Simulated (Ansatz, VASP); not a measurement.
**C: VASP beside Ansatz**

INCAR

```
SYSTEM = C
ALGO = Normal ; EDIFF = 1E-6
ENCUT = 520 ; ISIF = 2
ISMEAR = -1 ; LASPH = .True.
LCHARG = .True. ; LELF = .True.
LREAL = .False. ; LVHAR = .True.
LWAVE = .False. ; NBANDS = 8
NELM = 80 ; PREC = Accurate
SIGMA = 0.1
```

Contents of KPOINTS:

```
k-points
0
Gamma
  21 21 21
  0 0 0
```

Contents of POSCAR:

```
C
1.0
   -1.1646087104      1.1646087104      1.1646087104
    1.1646087104     -1.1646087104      1.1646087104
    1.1646087104      1.1646087104     -1.1646087104
C
1
Direct
    0.0000000000      0.0000000000      0.0000000000
```

Input for Ansatz:

```yaml
crystal:
  lattice:
    - [-1.1646087104, 1.1646087104, 1.1646087104]
    - [1.1646087104, -1.1646087104, 1.1646087104]
    - [1.1646087104, 1.1646087104, -1.1646087104]
  atoms:
    - { symbol: C, position: [0.0, 0.0, 0.0] }
hamiltonian:
  xc: lda
  pseudopotentials:
    kind: paw
    azcp:
      C: "pseudopotentials/C.paw.azcp"
basis:
  ecutwfc: 420
  fft_grid_basis: typed
kpoints:
  mp_grid: { grid: [21, 21, 21], shift: [0, 0, 0] }
magnetization:
  spin_polarized: false
scf:
  occupations: { method: fermi_dirac, width: 0.1 }
  lower_state_search: "off"
output:
  stress: true
```

Alike in both runs: task single point; functional LDA; k mesh 21 × 21 × 21; occupations fermi-dirac, width 0.1 eV; no spin polarisation.

|  | VASP | Ansatz |
| --- | --- | --- |
| version | VASP 6.6.1 | Ansatz 0.2.0 |
| potentials or method | VASP PAW LDA potentials, release 64 (C) | plane waves (420 eV) with PAW, scalar-relativistic |
| plane-wave cutoff (eV) | 520 | 420 |
| valence electrons in the cell | 4 | 4 |

```tsv
	VASP	Ansatz	Ansatz less VASP
pressure (GPa)	0.2	-0.5	-0.66
```

Ansatz warned: «pseudo_functional_mismatch».
